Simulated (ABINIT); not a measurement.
Input of an ABINIT 10.8.3 (patched build) run:

run.abi

```
ndtset 2

pp_dirpath "./"
pseudos "Al.upf, N.upf"

acell 5.882717426 5.882717426 9.4127258268
rprim
     1.0000000000     0.0000000000     0.0000000000
    -0.5000000000     0.8660254038     0.0000000000
     0.0000000000     0.0000000000     1.0000000000
ntypat 2
znucl 13 7
natom 4
typat 1 1 2 2
xred
     0.6666666667     0.3333333333     0.5000000000
     0.3333333333     0.6666666667     0.0000000000
     0.6666666667     0.3333333333     0.8800000000
     0.3333333333     0.6666666667     0.3800000000

ecut 42.0

ixc -116133

occopt 3
tsmear 0.00183747

nstep 100

iomode 3
prtwf 0
prteig 0
prtebands 0
prtden1 1
prtvha1 1
prtvclmb1 1
prtpot1 1
prtelf1 1

kptopt1 1
ngkpt1 10 10 6
nshiftk1 1
shiftk1 0.0 0.0 0.0
nband1 12
tolvrs1 1.0e-10

iscf2 -2
getden2 1
nband2 16
nbdbuf2 2
tolwfr2 1.0e-12
kptopt2 -7
ndivsm2 5
prteig2 1
kptbounds2
     0.0000000000     0.0000000000     0.0000000000
     0.5000000000     0.0000000000     0.0000000000
     0.3333333333     0.3333333333     0.0000000000
     0.0000000000     0.0000000000     0.0000000000
     0.0000000000     0.0000000000     0.5000000000
     0.5000000000     0.0000000000     0.5000000000
     0.3333333333     0.3333333333     0.5000000000
     0.0000000000     0.0000000000     0.5000000000
```

Potentials or basis: PseudoDojo NC SR PBEsol v0.4 stringent.

Command:

```bash
$ abinit run.abi > log 2>&1
```

(1) Predict the band gap on the k mesh.

(2) Predict the largest force.

(3) What does it give for the pressure?

(4) Predict the band gap along the path.

Results:

(1) 4.14 eV, direct.

(2) 0.132 eV/Å.

(3) 0.1 GPa.

(4) 4.14 eV, direct.

**Measured values to compare with.**

From “Self-assembly of well-separated AlN nanowires directly on sputtered metallic TiN films”, 2019, arxiv:1910.07391, for a bulk crystal of AlN at 10 K: band gap 6.034 eV (an exciton energy, a little under the gap).

Against the measured gap of AlN, 6.034 eV (an exciton energy, a little under the gap; 10 K; quoted in “Self-assembly of well-separated AlN nanowires directly on sputtered metallic TiN films”, 2019, arxiv:1910.07391), the calculated 4.14 eV is off by -1.90 eV. 2 values of this kind are on record (6.034 to 6.0343 eV); this one was drawn at random. The value is that of PBEsol, without temperature or zero-point motion. Semilocal functionals fall short of measured gaps as a rule.
